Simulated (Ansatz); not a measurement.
## InP: single point with PBE

**Measured values to compare with.**

A printed reference work, data compilation reports, for a bulk crystal of InP at 1.6 K: band gap 1.4236 eV (direct).

Crystal: InP.

```
In P
1.0
     0.00000    2.93050    2.93050
     2.93050    0.00000    2.93050
     2.93050    2.93050    0.00000
In P
1 1
Direct
  0.00000 0.00000 0.00000
  0.75000 0.75000 0.75000
```

* Program: Ansatz 0.2.0
* Task: single point
* Functional: PBE
* Potentials or basis: all-electron LAPW, scalar-relativistic
* Cutoff: 245 eV (chosen from the basis error)
* Basis error allowed: 0.001 eV/atom
* k mesh: 8 × 8 × 8
* Occupations: gaussian, width 0.03 eV
* Spin: no spin polarisation

- Pressure: 3.3 GPa
- Band gap on the k mesh: 0.71 eV, direct

Levels at points of the mesh, in eV from the valence-band top:
```
             k point  band 15  band 16  band 17  band 18  band 19  band 20
  (0.00, 0.00, 0.00)     0.00     0.00     0.00     0.71     4.09     4.09
 (0.00, 0.00, -0.50)    -5.73    -0.97    -0.97     1.50     4.81     4.81
(0.00, -0.50, -0.50)    -5.75    -2.32    -2.32     1.77     2.27     9.21
```

Run time: 10 s on 1 thread of Arm Neoverse V1, on a shared host, peak memory 0.27 GiB.

Against the measured gap of InP, 1.4236 eV (direct; 1.6 K; a printed reference work, data compilation), the calculated 0.71 eV is off by -0.71 eV. Spin-orbit coupling on In is left out. The value is that of PBE, without temperature or zero-point motion. Semilocal functionals fall short of measured gaps as a rule.

Caveat: spin-orbit coupling is left out, which moves the levels of the heavy elements.
